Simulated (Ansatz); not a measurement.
# O started in the second kind of void in corundum Al2O3, 121 atoms, charge −2

How does the host give way around this defect, what does it cost to form, and which levels does it put into the gap? The levels of theory are PBEsol and HSE06.

Program: Ansatz 0.2.0, PAW, plane waves. These are calculated values, not measurements.

### 1 The starting cell

121 atoms (48 Al, 73 O); a = 9.548 Å, b = 9.548 Å, c = 13.014 Å, α = 90.00°, β = 90.00°, γ = 120.00°. All atoms were shaken off their sites by about 0.02 Å along each axis; atoms next to an added one may be pushed further to make room. Defect site 1: (0.502, 0.478, 0.507).

The runs, in order: (2) PBEsol relaxation at the single k point (¼, ¼, ¼), on 1 × NVIDIA GB300 Max-Q with 8 threads of Arm Neoverse-V2; (3) HSE06 single point at the single k point (¼, ¼, ¼), on 1 × NVIDIA GB300 Max-Q with 8 threads of Arm Neoverse-V2.

### 2 Relaxation of the positions (PBEsol)

File in.yaml:

```yaml
crystal:
  lattice:
    - [9.547862, 0.000000, 0.000000]
    - [-4.773931, 8.268691, 0.000000]
    - [0.000000, 0.000000, 13.013576]
  atoms:
    - { symbol: Al, position: [0.335528, 0.163567, 0.184420] }
    - { symbol: Al, position: [0.332678, 0.663974, 0.186778] }
    - { symbol: Al, position: [0.838551, 0.168188, 0.183938] }
    - { symbol: Al, position: [0.833211, 0.666137, 0.186359] }
    - { symbol: Al, position: [0.161980, 0.331248, 0.019088] }
    - { symbol: Al, position: [0.167419, 0.832822, 0.018212] }
    - { symbol: Al, position: [0.666006, 0.335577, 0.019767] }
    - { symbol: Al, position: [0.661974, 0.831335, 0.018372] }
    - { symbol: Al, position: [0.166251, 0.333217, 0.314984] }
    - { symbol: Al, position: [0.167989, 0.836239, 0.312876] }
    - { symbol: Al, position: [0.669159, 0.332517, 0.315881] }
    - { symbol: Al, position: [0.664036, 0.830087, 0.313817] }
    - { symbol: Al, position: [0.171408, 0.333766, 0.518455] }
    - { symbol: Al, position: [0.164658, 0.833519, 0.518084] }
    - { symbol: Al, position: [0.664379, 0.333026, 0.517869] }
    - { symbol: Al, position: [0.665559, 0.830723, 0.522918] }
    - { symbol: Al, position: [0.000673, 0.001915, 0.352284] }
    - { symbol: Al, position: [0.001060, 0.501412, 0.351709] }
    - { symbol: Al, position: [0.501716, 0.000437, 0.353983] }
    - { symbol: Al, position: [0.501148, 0.498961, 0.353951] }
    - { symbol: Al, position: [0.999326, 0.999009, 0.148594] }
    - { symbol: Al, position: [0.999931, 0.495818, 0.147372] }
    - { symbol: Al, position: [0.499224, 0.998325, 0.146402] }
    - { symbol: Al, position: [0.499816, 0.497630, 0.149456] }
    - { symbol: Al, position: [0.002936, 0.998695, 0.645971] }
    - { symbol: Al, position: [0.998040, 0.501531, 0.647167] }
    - { symbol: Al, position: [0.497290, 0.004079, 0.648360] }
    - { symbol: Al, position: [0.499192, 0.499949, 0.647657] }
    - { symbol: Al, position: [0.006158, 0.004288, 0.848268] }
    - { symbol: Al, position: [0.999323, 0.499737, 0.852970] }
    - { symbol: Al, position: [0.505479, 0.001135, 0.852342] }
    - { symbol: Al, position: [0.502406, 0.503392, 0.855497] }
    - { symbol: Al, position: [0.332859, 0.170290, 0.684700] }
    - { symbol: Al, position: [0.331767, 0.666609, 0.685257] }
    - { symbol: Al, position: [0.836540, 0.168891, 0.683035] }
    - { symbol: Al, position: [0.834094, 0.668118, 0.686313] }
    - { symbol: Al, position: [0.333224, 0.167340, 0.479383] }
    - { symbol: Al, position: [0.331628, 0.665953, 0.482143] }
    - { symbol: Al, position: [0.837057, 0.167207, 0.482559] }
    - { symbol: Al, position: [0.830169, 0.664049, 0.482220] }
    - { symbol: Al, position: [0.331466, 0.167330, 0.979664] }
    - { symbol: Al, position: [0.335629, 0.664227, 0.979101] }
    - { symbol: Al, position: [0.835652, 0.169879, 0.980581] }
    - { symbol: Al, position: [0.831602, 0.663434, 0.983473] }
    - { symbol: Al, position: [0.167875, 0.335769, 0.817080] }
    - { symbol: Al, position: [0.166249, 0.832560, 0.815082] }
    - { symbol: Al, position: [0.666505, 0.333532, 0.817824] }
    - { symbol: Al, position: [0.669612, 0.832280, 0.816191] }
    - { symbol: O, position: [0.151386, 0.997140, 0.248041] }
    - { symbol: O, position: [0.156390, 0.502050, 0.251841] }
    - { symbol: O, position: [0.648997, 0.000298, 0.250453] }
    - { symbol: O, position: [0.650179, 0.501147, 0.247335] }
    - { symbol: O, position: [0.335913, 0.015423, 0.083715] }
    - { symbol: O, position: [0.334309, 0.513032, 0.082877] }
    - { symbol: O, position: [0.833947, 0.013018, 0.083130] }
    - { symbol: O, position: [0.834785, 0.515864, 0.085125] }
    - { symbol: O, position: [0.999020, 0.152819, 0.250740] }
    - { symbol: O, position: [0.996911, 0.650276, 0.251226] }
    - { symbol: O, position: [0.500704, 0.152364, 0.250143] }
    - { symbol: O, position: [0.495274, 0.649819, 0.250546] }
    - { symbol: O, position: [0.349129, 0.347059, 0.248412] }
    - { symbol: O, position: [0.346348, 0.843468, 0.247605] }
    - { symbol: O, position: [0.848519, 0.351214, 0.248780] }
    - { symbol: O, position: [0.850568, 0.846137, 0.247661] }
    - { symbol: O, position: [0.180866, 0.165786, 0.082857] }
    - { symbol: O, position: [0.182058, 0.667806, 0.083741] }
    - { symbol: O, position: [0.681824, 0.169816, 0.082895] }
    - { symbol: O, position: [0.680046, 0.668631, 0.083586] }
    - { symbol: O, position: [0.180081, 0.013817, 0.583092] }
    - { symbol: O, position: [0.182213, 0.520009, 0.584264] }
    - { symbol: O, position: [0.679624, 0.013343, 0.583045] }
    - { symbol: O, position: [0.676104, 0.511639, 0.583371] }
    - { symbol: O, position: [0.168015, 0.181750, 0.415840] }
    - { symbol: O, position: [0.170340, 0.681108, 0.415066] }
    - { symbol: O, position: [0.669840, 0.184045, 0.418582] }
    - { symbol: O, position: [0.666240, 0.681503, 0.417067] }
    - { symbol: O, position: [0.010850, 0.333492, 0.414967] }
    - { symbol: O, position: [0.009262, 0.830533, 0.414999] }
    - { symbol: O, position: [0.515240, 0.331836, 0.416150] }
    - { symbol: O, position: [0.515560, 0.832823, 0.417308] }
    - { symbol: O, position: [0.015902, 0.176585, 0.918116] }
    - { symbol: O, position: [0.011225, 0.680608, 0.914326] }
    - { symbol: O, position: [0.512718, 0.178958, 0.919270] }
    - { symbol: O, position: [0.510886, 0.677651, 0.915445] }
    - { symbol: O, position: [0.000843, 0.348682, 0.750022] }
    - { symbol: O, position: [0.001676, 0.847356, 0.751277] }
    - { symbol: O, position: [0.499204, 0.348640, 0.751754] }
    - { symbol: O, position: [0.498428, 0.848211, 0.748754] }
    - { symbol: O, position: [0.488450, 0.323541, 0.082187] }
    - { symbol: O, position: [0.481618, 0.818822, 0.081680] }
    - { symbol: O, position: [0.989580, 0.319776, 0.082386] }
    - { symbol: O, position: [0.983907, 0.819776, 0.083188] }
    - { symbol: O, position: [0.490617, 0.172598, 0.585445] }
    - { symbol: O, position: [0.484012, 0.666037, 0.584578] }
    - { symbol: O, position: [0.993252, 0.174567, 0.582728] }
    - { symbol: O, position: [0.986788, 0.663712, 0.582315] }
    - { symbol: O, position: [0.334111, 0.319444, 0.583886] }
    - { symbol: O, position: [0.331032, 0.816128, 0.584408] }
    - { symbol: O, position: [0.833862, 0.319243, 0.585089] }
    - { symbol: O, position: [0.837248, 0.819493, 0.585464] }
    - { symbol: O, position: [0.319162, 0.486467, 0.416818] }
    - { symbol: O, position: [0.318164, 0.985402, 0.418106] }
    - { symbol: O, position: [0.821676, 0.487888, 0.414483] }
    - { symbol: O, position: [0.817025, 0.985185, 0.419357] }
    - { symbol: O, position: [0.319565, 0.331887, 0.918386] }
    - { symbol: O, position: [0.315811, 0.832619, 0.917093] }
    - { symbol: O, position: [0.824185, 0.334395, 0.920109] }
    - { symbol: O, position: [0.820248, 0.833568, 0.916690] }
    - { symbol: O, position: [0.345836, 0.998443, 0.747352] }
    - { symbol: O, position: [0.346111, 0.497257, 0.752253] }
    - { symbol: O, position: [0.847985, 0.000026, 0.750227] }
    - { symbol: O, position: [0.849024, 0.498260, 0.749752] }
    - { symbol: O, position: [0.155947, 0.152326, 0.749792] }
    - { symbol: O, position: [0.149985, 0.651318, 0.752525] }
    - { symbol: O, position: [0.656673, 0.148934, 0.751717] }
    - { symbol: O, position: [0.656769, 0.653816, 0.749955] }
    - { symbol: O, position: [0.168589, 0.486402, 0.915861] }
    - { symbol: O, position: [0.167439, 0.986154, 0.918623] }
    - { symbol: O, position: [0.661763, 0.482506, 0.917886] }
    - { symbol: O, position: [0.667451, 0.987380, 0.917249] }
    - { symbol: O, position: [0.503959, 0.480246, 0.503305] }
  symmetry: { detect: false }
kpoints:
  mp_grid: { grid: [1, 1, 1], shift: [0.25, 0.25, 0.25] }
hamiltonian:
  xc: pbesol
total_charge: -2
scf:
  occupations: { method: fermi_dirac, width: 0.01 }
relax:
  f_tol: 0.03
  max_steps: 80
  escape_saddle: false
  adjacent_minimum: "off"
output:
  forces: true
  eigenvalues: true
  populations: true
  charged_corrections: { epsilon: 10 }
```

Command:

```console
$ ansatz run in.yaml --threads 8 --pin off --max-ram 118750MiB --runs-dir r --events-out ev --progress --plain --backend cuda --devices 0,
```

Further steps of the session: Single point with HSE06.

**Question.** What will these runs give? Wanted: for each run, formation energy; host gap; top filled to lowest empty.

As calculated:

| level | time | formation energy (eV) | host gap (eV) | top filled to lowest empty (eV) |
| --- | --- | --- | --- | --- |
| PBEsol, relaxation | 15 s (GPU) | 9.78 | 6.03 | 5.74 |
| HSE06 | 33 s (GPU) | 12.51 | 8.00 | 7.72 |

| quantity | value |
| --- | --- |
| relaxation | 10 recorded steps, 10.48 eV gained |
| largest shift | 1.12 Å (O79) |

**What this shows.** Relaxation gains 10.48 eV, with shifts up to 1.12 Å (O79). A shift this large means that the defect left the place where it started, so the values belong to the end structure, not to the one named. The formation energy at E_F = VBM goes from 9.78 eV (PBEsol) to 12.51 eV (HSE06), as the host gap goes from 6.03 to 8.00 eV. The reservoirs are the elements' reference phases; where the defect changes the composition, the value depends on that choice. HSE06 puts 3 localised levels over 0.1 eV inside the gap, at 0.81 (filled), 0.87 (filled), 1.25 (filled) eV, the tightest of them shared by about 5 atoms. The host's edges were read at Γ, so band-like levels at this k point need not coincide with them. One k point and a cell of this size can leave errors of several tenths of an eV. The dielectric constant of 10 in the correction is an assumed value.
